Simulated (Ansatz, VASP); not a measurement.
# Two plane-wave programs on ZrSi6

```
CELL_PARAMETERS angstrom
5.65858 0.00000 0.00000
0.00000 5.65858 0.00000
0.00000 0.00000 5.65858
ATOMIC_POSITIONS crystal
Zr 0.00000 0.00000 0.00000
Si 0.19735 0.50000 0.50000
Si 0.50000 0.19735 0.50000
Si 0.80265 0.50000 0.50000
Si 0.50000 0.80265 0.50000
Si 0.50000 0.50000 0.19735
Si 0.50000 0.50000 0.80265
```

Change from the starting cell: species swapped into the YB6 type (Pm-3m, No. 221).

Alike in both runs: functional PBE; k mesh 4 × 4 × 4; occupations gaussian, width 0.1 eV; no spin polarisation.

Ansatz relaxed the structure, and its values are those at the end. VASP's run is a single point on that final structure, the one shown.

```csv
,VASP,Ansatz
version,VASP 6.6.1,Ansatz 0.2.0
potentials or method,"VASP PAW PBE potentials, release 64 (Zr_sv, Si)","scalar-relativistic, plane waves, PAW"
plane-wave cutoff (eV),520,420
valence electrons in the cell,36,36
```

|  | VASP | Ansatz | Ansatz less VASP |
| --- | --- | --- | --- |
| gap on the k mesh at the Fermi level (eV) | none | none | - |
| pressure (GPa) | 0.0 | 0.0 | +0.08 |
| rms of the force components (eV/Å) | 0.003 | 0.001 | -0.0024 |

A gap of «none» marks a metal or a gap that the smearing closes. With one functional, cell and mesh, what is left measures potentials, basis and numerics.
